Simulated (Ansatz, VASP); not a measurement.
## Cross-check of TiO2 (TiO2 (Pbcn)) between VASP and Ansatz

One calculation is typed for both programs; each brings its own data sets. How far apart do they land? The two relaxations start from unlike cells of this crystal (the structure described is Ansatz's start), so only their ends are compared.

Method: plane waves, with VASP 6.6.1 beside it; relaxation of cell and atoms at PBEsol, in Ansatz 0.2.0.

## Step 1: Starting point

It takes space group Pbcn (No. 60, orthorhombic). The conventional cell has a = 4.545 Å, b = 5.520 Å, c = 4.909 Å, α = 90.00°, β = 90.00°, γ = 90.00°. Ti has 6 O at 1.88 to 2.09 Å nearest. O has 3 Ti at 1.88 to 2.09 Å nearest. Farther neighbours and most contacts between anions are not listed.

## Step 2: Ansatz: relaxation of cell and atoms, PBEsol

Ansatz runs on its default PAW (the set named soft_2) files.

The relaxed volume is the usual yardstick between codes: in a stiff, nearly cubic crystal its relative difference is about their pressure difference at one cell divided by the bulk modulus.

input.yaml reads:

```yaml
crystal:
  lattice:
    - [4.5453496, 0.0, 0.0]
    - [0.0, 5.5196194, 0.0]
    - [0.0, 0.0, 4.9091969]
  atoms:
    - { symbol: Ti, position: [0.5, 0.67299093, 0.75] }
    - { symbol: Ti, position: [0.0, 0.82700907, 0.25] }
    - { symbol: Ti, position: [0.5, 0.32700907, 0.25] }
    - { symbol: Ti, position: [0.0, 0.17299093, 0.75] }
    - { symbol: O, position: [0.72854938, 0.61827536, 0.08135092] }
    - { symbol: O, position: [0.22854938, 0.88172464, 0.91864908] }
    - { symbol: O, position: [0.77145062, 0.88172464, 0.58135092] }
    - { symbol: O, position: [0.27145062, 0.61827536, 0.41864908] }
    - { symbol: O, position: [0.72854938, 0.38172464, 0.58135092] }
    - { symbol: O, position: [0.22854938, 0.11827536, 0.41864908] }
    - { symbol: O, position: [0.77145062, 0.11827536, 0.08135092] }
    - { symbol: O, position: [0.27145062, 0.38172464, 0.91864908] }
basis:
  ecutwfc: 420
  xc_grid: 2
hamiltonian:
  xc: pbesol
kpoints:
  mp_grid: { grid: [6, 5, 6] }
scf:
  occupations: { method: fixed }
  max_iter: 100
relax:
  f_tol: 0.005
  max_steps: 60
  cell: {}
output:
  forces: true
  stress: true
checkpoint:
  write: "../cell.run"
  compress: false
  write_wavefunctions: false
  write_every: 100000
```

On the command line:

```sh
ansatz run input.yaml --threads 32 --pin off --max-ram 84787MiB --backend cuda --events-out ev --progress --plain --runs-dir out --max-vram 78GiB
```

Numbers of over 12 decimals in the logs are rounded to 6 here.

What it wrote:

```text
Engine: ansatz 0.2.0, aarch64-unknown-linux-gnu
Pseudopotentials: kind: paw
Pseudopotential: Ti, paw, valence charge 12, recommended cutoff 420 eV (normal), Ti.paw.azcp
Pseudopotential: O, paw, valence charge 6, recommended cutoff 420 eV (normal), O.paw.azcp
Functional definition: PBEsol
  exchange = pbesol_x
  correlation = pbesol_c
[...]
Crystal: 12 atoms, lattice volume = 123.165 Å³
Basis set: ecut = 420 eV, 2417 PW (Γ), exchange–correlation on 64×80×72 points (8 copies of the dense FFT grid, shifted against one another)
Bands: 60, of which v1, the nominal top of the filled ones, is band 48 counted from 1 (47 counted from 0)
Symmetry: 8 space group operations
Space group: Pbcn (ITA 60), of the structure as read, at distance tolerance 5.0e-5 Å
k-points: 48 of 180
Non-local potential: Ti, projectors of the file, l = 0: 3, l = 1: 2, l = 2: 3, l = 3: 1
Non-local potential: O, projectors of the file, l = 0: 2, l = 1: 2, l = 2: 1
PAW form: soft (Blöchl's): semilocal exchange-correlation on the pseudo side does not see the compensation charge
PAW frozen core: Ti, regenerated for the run's functional, and the local potential with it (the file was generated under x = pbe(κ = 0.804, μ = 0.219515), c = pbe(β = 0.066725))
PAW frozen core: O, regenerated for the run's functional, and the local potential with it (the file was generated under x = pbe(κ = 0.804, μ = 0.219515), c = pbe(β = 0.066725))
PAW one-centre angular grid: Ti, 590 points (default); XC on 64 Gauss nodes
PAW one-centre angular grid: O, 110 points (default); XC on 64 Gauss nodes
Initial density: superposition of atomic densities (neutral atoms: chi_scale 0, normalization atom), corrected by the library's trained network
Initial wavefunctions: pseudopotential atomic-orbital guess
[...]
Functional: x = pbesol(κ = 0.804, μ = 0.123457), c = pbesol(β = 0.046)
SCF iter   1: F=—  HF=-14399.372888 eV  |F-HF|=—  |Δ(HF+E_count)|=         —  Δρ=2.01e-2  dr2=4.06e-1  ethr=1.77e-3  ⟨swp⟩=3.0  Hψ=9504  notcnv=0  defer=291
preconditioner: auto → Resta (q_TF=auto, 2.617 Å⁻¹)  ε∞=9.1  [insulator: Δε(μ)=2.418 eV  Ē_g=9.406 eV  n_scr=34 (ndim 8)  ℏωp=26.8 eV  f_vac=0.016  ε∞_Penn≈9.1]
SCF iter   2: F=—  HF=-14399.304172 eV  |F-HF|=—  |Δ(HF+E_count)|=   6.87e-2  Δρ=9.39e-3  dr2=9.84e-2  ethr=4.23e-4  ⟨swp⟩=2.0  Hψ=5077  notcnv=0  defer=374
SCF iter   3: F=—  HF=-14399.287289 eV  |F-HF|=—  |Δ(HF+E_count)|=   1.69e-2  Δρ=2.91e-3  dr2=7.36e-3  ethr=1.03e-4  ⟨swp⟩=2.0  Hψ=4002  notcnv=0  defer=362
automatic band count: iteration 3 solves 58 bands in place of 60: the levels show a gap, and the empty bands left out lie too high to hold charge; the band table lists the bands solved (type scf.n_extra_bands for more)
[...]
SCF 1 converged in 8 iterations: F = -14399.286056 eV  dr2 = 1.13e-8
  greatest PAW one-centre occupation: 0.999 electrons in one spin orbital (limit 2), on the Ti atom at site 3 (counted from 0), in its partial waves of l = 0
relax step   1: F+E_penalty+E_count = -14399.28605577 eV  Δ(F+E_penalty+E_count) = +0.000e0 eV  max|allowed force component| = 8.014e-2 eV/Å  Δτ_max = 0.0000 Å  P = -3.113 GPa  Ω = 123.165 Å³  (8 SCF iters, dr2 threshold 1.00e-7 eV, accepted)
[...]
Crystal: 12 atoms, lattice volume = 122.023 Å³
Basis set: ecut = 420 eV, 2409 PW (Γ), exchange–correlation on 64×80×72 points (8 copies of the dense FFT grid, shifted against one another)
[...]
automatic band count: iteration 1 solves 56 bands in place of 60: the levels show a gap, and the empty bands left out lie too high to hold charge; the band table lists the bands solved (type scf.n_extra_bands for more)
preconditioner: auto → Resta (q_TF=auto, 2.621 Å⁻¹)  ε∞=9.4  [insulator: Δε(μ)=2.634 eV  Ē_g=9.274 eV  n_scr=30 (ndim 8)  ℏωp=26.9 eV  f_vac=0.013  ε∞_Penn≈9.4]
[...]
SCF 2 converged in 6 iterations: F = -14399.306331 eV  dr2 = 6.49e-8
relax step   2: F+E_penalty+E_count = -14399.30633104 eV  Δ(F+E_penalty+E_count) = -2.028e-2 eV  max|allowed force component| = 6.302e-2 eV/Å  Δτ_max = 0.0021 Å  P = -0.804 GPa  Ω = 122.023 Å³  energy of the carried Pulay correction = +5.834e-3 eV  (6 SCF iters, dr2 threshold 1.20e-6 eV, accepted)
[...]
Crystal: 12 atoms, lattice volume = 121.640 Å³
[...]
SCF 3 converged in 5 iterations: F = -14399.309670 eV  dr2 = 1.68e-7
[...]
SCF 4 converged in 6 iterations: F = -14399.309983 eV  dr2 = 1.65e-8
[...]
SCF 5 converged in 6 iterations: F = -14399.310054 eV  dr2 = 2.44e-10
[...]
SCF 6 converged in 6 iterations: F = -14399.302786 eV  dr2 = 1.72e-11
[...]
SCF 7 converged in 5 iterations: F = -14399.303111 eV  dr2 = 4.42e-9
[...]
SCF 8 converged in 5 iterations: F = -14399.302810 eV  dr2 = 5.64e-11
[...]
SCF converged after 5 iterations
[...]
Σ components = -14399.302810   (vs F -14399.302810, Δ=0.00e0)
--- Forces (eV/Å), atoms counted from 1 ---
  atom   1  Ti    -0.00000000     0.00007384    -0.00000000
  atom   2  Ti    -0.00000000    -0.00007384    -0.00000000
  atom   3  Ti     0.00000000    -0.00007384     0.00000000
  atom   4  Ti     0.00000000     0.00007384     0.00000000
  atom   5  O      0.00041031    -0.00015269    -0.00027651
  atom   6  O      0.00041031     0.00015269     0.00027651
  atom   7  O     -0.00041031     0.00015269    -0.00027651
  atom   8  O     -0.00041031    -0.00015269     0.00027651
  atom   9  O      0.00041031     0.00015269    -0.00027651
  atom  10  O      0.00041031    -0.00015269     0.00027651
  atom  11  O     -0.00041031    -0.00015269    -0.00027651
  atom  12  O     -0.00041031     0.00015269     0.00027651
  max |Σ_I F_I| component: 9.22e-18 eV/Å
--- Stress (GPa, compression-positive) ---
       -0.006694      -0.000000       0.000000
       -0.000000      -0.007577       0.000000
        0.000000       0.000000       0.000720
  P = ⅓ Tr σ = -0.0045 GPa (-0.045 kbar)
--- Band table (eV; the first three rows and the last of 48) ---
  k-point 0: bands = [... 44 lower, 8.4984, 8.6166, 9.0122, 9.0247, 11.7455, 11.7516, 11.8946, 11.9181, ... 8 higher]
  k-point 1: bands = [... 44 lower, 8.3583, 8.6601, 8.8997, 8.9800, 11.8288, 11.8556, 11.8752, 11.9302, ... 8 higher]
  k-point 2: bands = [... 44 lower, 8.2332, 8.7170, 8.7789, 8.8390, 11.7668, 11.7825, 12.0167, 12.0428, ... 8 higher]
  k-point 47: bands = [... 44 lower, 8.2346, 8.2346, 8.2346, 8.2346, 12.0864, 12.0864, 12.0864, 12.0864, ... 8 higher]
--- Relaxed structure (6 steps of the walk, 6 accepted, 2 SCFs on fresh bases) ---
  F+E_penalty+E_count = -14399.30281039 eV   max|allowed force component| = 4.103e-4 eV/Å   (the final SCF, on the basis selected at the relaxed cell)
  cell:  # Å, volume = 121.6551 Å³
    - [4.537782, 0, 1.9749772127706358e-18]
    - [0, 5.494913, 0]
    - [2.13307069064704e-18, 0, 4.878944]
  atoms:
    - { symbol: Ti, position: [0.5, 0.675125, 0.75] }
    - { symbol: Ti, position: [0, 0.824875, 0.25] }
    - { symbol: Ti, position: [0.5, 0.324875, 0.25] }
    - { symbol: Ti, position: [0, 0.175125, 0.75] }
    - { symbol: O, position: [0.728434, 0.618217, 0.081206] }
    - { symbol: O, position: [0.228434, 0.881783, 0.918794] }
    - { symbol: O, position: [0.771566, 0.881783, 0.581206] }
    - { symbol: O, position: [0.271566, 0.618217, 0.418794] }
    - { symbol: O, position: [0.728434, 0.381783, 0.581206] }
    - { symbol: O, position: [0.228434, 0.118217, 0.418794] }
    - { symbol: O, position: [0.771566, 0.118217, 0.081206] }
    - { symbol: O, position: [0.271566, 0.381783, 0.918794] }
```

(Continued in part 2 of 2.)

[Lines on the potential files, build, host, timing and source positions are cut from VASP's logs without a mark.]

[Logs are printed without paths, hosts, clocks, repeated set-up lines and the standing remarks that a program may print on its own settings, such as how far it seeks lower states.]

[Hosts, paths, dates, database ids (printed as entryN), source tags and the programs' standing remarks are cut or masked in the printed files.]
